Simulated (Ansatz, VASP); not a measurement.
**BaTe: VASP beside Ansatz**

```
CELL_PARAMETERS angstrom
4.77665 0.00000 0.00000
-2.38832 4.13670 0.00000
0.00000 0.00000 8.40233
ATOMIC_POSITIONS crystal
Ba 0.00000 0.00000 0.00000
Ba 0.00000 0.00000 0.50000
Te 0.33333 0.66667 0.25000
Te 0.66667 0.33333 0.75000
```

Alike in both runs: functional PBEsol; k mesh 8 × 8 × 4; occupations gaussian, width 0.05 eV; no spin polarisation.

Ansatz relaxed the structure, and its values are those at the end. VASP's run is a single point on that final structure, the one shown.

```csv
,VASP,Ansatz
version,VASP 6.6.1,Ansatz 0.2.0
potentials or method,"VASP PAW PBE potentials, release 64 (Ba_sv, Te)","scalar-relativistic, plane waves, PAW"
plane-wave cutoff (eV),520,420
valence electrons in the cell,32,52
```

VASP gave:

```
gap on the k mesh at the Fermi level (eV) : 1.45
least direct gap on the mesh (eV)         : 1.51
pressure (GPa)                            : 1.1
```

What did Ansatz give for the same quantities?

gap on the k mesh at the Fermi level (eV): 1.55; least direct gap on the mesh (eV): 1.61; pressure (GPa): 0.7.

The two sets of potentials don't hold the same shells in valence.

Caveats: the PAW data sets were made with another functional, which shifts forces and pressure a little (VASP); spin-orbit coupling is left out, which moves the levels of the heavy elements. As with any semilocal functional, this PBEsol gap is likely too small. A k mesh can miss the band edges.
